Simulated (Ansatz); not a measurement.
Space group Im-3m (No. 229). a = 3.272 Å, b = 3.272 Å, c = 3.272 Å, α = 90.00°, β = 90.00°, γ = 90.00°
```csv
atom,site,symmetry,x,y,z
Nb,2a,m-3m,0.0000,0.0000,0.0000
```

Equation of state of this Nb structure (not necessarily the ground state), with shape and atoms relaxed at each volume where symmetry leaves them free. It has no gap at any of these volumes. Level of theory: Ansatz, DFT PBEsol, scalar-relativistic, plane waves, PAW.

Plane waves to 420 eV, a k mesh through Γ of 18×18×18 on the computed 1-atom cell and Gaussian smearing (0.10 eV); no spin polarisation.

| V (Å³/atom) | E − E(largest V) (meV/atom) | P (GPa) |
| --- | --- | --- |
| 16.471 | 5.71 | 12.36 |
| 16.996 | -23.68 | 5.77 |
| 17.522 | -32.76 | 0.00 |
| 18.048 | -24.07 | -5.04 |
| 18.573 | 0.00 | -9.45 |

**Question.** Fit a third-order Birch–Murnaghan equation to E(V).

**Answer.** V0 = 17.52 Å³/atom, B0 = 180 GPa, B0' = 3.6.